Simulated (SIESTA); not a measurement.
Input of a SIESTA 5.4.2 run:

The input GaP.fdf:

```
SystemName                      GaP
SystemLabel                     GaP
NumberOfSpecies                 2
NumberOfAtoms                   2
%block ChemicalSpeciesLabel
  1  31 Ga
  2  15 P
%endblock ChemicalSpeciesLabel

UseStructFile                   true

%block kgrid.MonkhorstPack
    8   0   0  0.0
    0   8   0  0.0
    0   0   8  0.0
%endblock kgrid.MonkhorstPack
XC.Functional                   GGA
XC.Authors                      PBE
PAO.BasisSize                   DZP
PAO.EnergyShift                 0.003 Ry
Mesh.Cutoff                     800 Ry
OccupationFunction              FD
ElectronicTemperature           0.05 eV
MaxSCFIterations                120
SCF.MustConverge                false
SCF.Mixer.Method                Pulay
SCF.Mixer.Weight                0.25
SCF.Mixer.History               8
SCF.DM.Tolerance                5.0e-05
SCF.H.Tolerance                 1.0e-03 eV
WriteForces                     true
Charge.Mulliken                 end
%block PAO.Basis
  Ga 4
  n=4 0 2
    6.575 0.000
  n=4 1 2
    9.448 0.000
  n=3 2 2
    3.582 0.000
  n=4 2 1
    9.448
%endblock PAO.Basis
```

File GaP.STRUCT_IN:

```
   0.0000000000     2.7252500000     2.7252500000
   2.7252500000     0.0000000000     2.7252500000
   2.7252500000     2.7252500000     0.0000000000
2
1  31    0.0000000000     0.0000000000     0.0000000000
2  15    0.7500000000     0.7500000000     0.7500000000
```

Potentials or basis: PseudoDojo 0.4 standard (PBE files), DZP (energy shift 0.003 Ry; two zetas on semicore shells).

Run with:

```console
$ siesta GaP.fdf > GaP.out 2>&1
```

Problem. What does it give for the pressure?

Solution. 3.1 GPa.

Problem. What does it give for the band gap on the k mesh?

Solution. 1.64 eV, indirect (least direct gap 2.05 eV).

Caveat: the basis of atomic orbitals isn't converged, which shifts pressures, moduli and gaps.

**The experiment to reproduce.**

From “Stacking defects in GaP nanowires: Electronic structure and optical properties”, 2018, arxiv:1810.01194, for a bulk crystal of GaP at 10 K: band gap 2.34 eV (indirect).

Against the measured gap of GaP, 2.34 eV (indirect; 10 K; quoted in “Stacking defects in GaP nanowires: Electronic structure and optical properties”, 2018, arxiv:1810.01194), the calculated 1.64 eV is off by -0.70 eV. Spin-orbit coupling on Ga is left out. The value is that of PBE in an atomic basis (PseudoDojo 0.4 standard (PBE files), DZP (energy shift 0.003 Ry; two zetas on semicore shells)), whose error adds to the functional's, on a finite k mesh, which can miss the band edges, without temperature or zero-point motion. Semilocal functionals fall short of measured gaps as a rule.
